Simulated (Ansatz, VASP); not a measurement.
# Two plane-wave programs on Pb

Contents of INCAR:

```
SYSTEM = Pb
PREC = Accurate
ENCUT = 600
EDIFF = 1E-6
ISMEAR = 0
SIGMA = 0.1
LREAL = .False.
LASPH = .True.
NELM = 100
ALGO = Normal
ISIF = 3
LWAVE = .False.
LCHARG = .False.
GGA = PE
IBRION = 2
NSW = 90
EDIFFG = -0.04
```

The input KPOINTS:

```
Automatic mesh
0
Gamma
  4 4 4
  0 0 0
```

POSCAR

```
Pb
1.0
    0.0000000000      3.2858725824      3.2858725824
    3.2858725824      0.0000000000      3.2858725824
    3.2858725824      3.2858725824      0.0000000000
Pb
2
Direct
    0.5000000000      0.5000000000      0.5000000000
    0.7500000000      0.7500000000      0.7500000000
```

Input for Ansatz:

```yaml
crystal:
  lattice:
    - [0.0, 3.2858725824, 3.2858725824]
    - [3.2858725824, 0.0, 3.2858725824]
    - [3.2858725824, 3.2858725824, 0.0]
  atoms:
    - { symbol: Pb, position: [0.5, 0.5, 0.5] }
    - { symbol: Pb, position: [0.75, 0.75, 0.75] }
basis:
  ecutwfc: 420
kpoints:
  mp_grid: { grid: [4, 4, 4] }
hamiltonian:
  xc: pbe
scf:
  occupations: { method: gaussian, width: 0.1 }
  lower_state_search: "off"
output:
  forces: true
  stress: true
  eigenvalues: true
relax:
  adjacent_minimum: "off"
  f_tol: 0.04
  max_steps: 70
  cell: { stress_tol: 0.4 }
```

Alike in both runs: task relaxation of cell and atoms; functional PBE; k mesh 4 × 4 × 4; occupations gaussian, width 0.1 eV; no spin polarisation.

```csv
,VASP,Ansatz
version,VASP 6.6.1,Ansatz 0.2.0
potentials or method,"VASP PAW PBE potentials, release 64 (Pb_d)","scalar-relativistic, plane waves, PAW"
plane-wave cutoff (eV),600,420
valence electrons in the cell,28,28
```

Ansatz gave:

* gap on the k mesh at the Fermi level, each at its own relaxed structure (eV): none
* relaxed volume (Å³/atom): 44.78
* relaxed cell length with the largest relative difference (Å): 5.022
* energy change over the relaxation (meV/atom): -244

Problem. Which values does VASP return?

Solution. gap on the k mesh at the Fermi level, each at its own relaxed structure (eV): none; relaxed volume (Å³/atom): 44.78; relaxed cell length with the largest relative difference (Å): 5.022; energy change over the relaxation (meV/atom): -242.

A gap of «none» marks a metal or a gap that the smearing closes.

Caveats: the k mesh is coarse (spacing up to 0.41 Å⁻¹), so the values aren't converged; the volume moved by over 15 % at a fixed basis, so the end points are rough (VASP). The runs have no spin-orbit coupling, so splittings on Pb are missing.
